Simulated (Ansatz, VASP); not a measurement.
**BN: VASP beside Ansatz**

```
N B
1.0
     0.00000    1.81300    1.81300
     1.81300    0.00000    1.81300
     1.81300    1.81300    0.00000
N B
1 1
Direct
  0.25000 0.25000 0.25000
  0.00000 0.00000 0.00000
```

The cell is a database's computed one.

Alike in both runs: task relaxation of cell and atoms; functional PBEsol; dispersion D3(BJ); k mesh 13 × 13 × 13; occupations fermi-dirac, width 0.05 eV; no spin polarisation.

```csv
,VASP,Ansatz
version,VASP 6.6.1,Ansatz 0.2.0
potentials or method,"VASP PAW PBE potentials, release 64 (N, B)",Ansatz PAW
plane-wave cutoff (eV),600,420
valence electrons in the cell,8,8
```

Ansatz gave:

- relaxed volume (Å³/atom): 5.80
- relaxed cell length with the largest relative difference (Å): 2.541
- energy change over the relaxation (meV/atom): -5

Task: What did VASP give for the same quantities?

Result: Relaxed volume (Å³/atom): 5.80; relaxed cell length with the largest relative difference (Å): 2.542; energy change over the relaxation (meV/atom): -5.

Caveats: the PAW data sets were made with another functional, which shifts forces and pressure a little (VASP); an odd mesh through Γ misses points on the zone boundary, where band edges often lie (VASP); odd divisions of the mesh miss points on the zone boundary, where band edges often lie, so the gap on the mesh can be too wide (Ansatz); the plane-wave basis is chosen anew once the cell has moved, so the energies of steps on either side of that aren't comparable (Ansatz); the pressure holds a Pulay correction of +1.1 GPa for the finite cutoff (Ansatz); the PAW data sets come from PBE, with cores solved anew for the run's functional, which leaves a small shift of forces and pressure (Ansatz). PBEsol gaps usually lie below the measured ones, often by a third to a half.
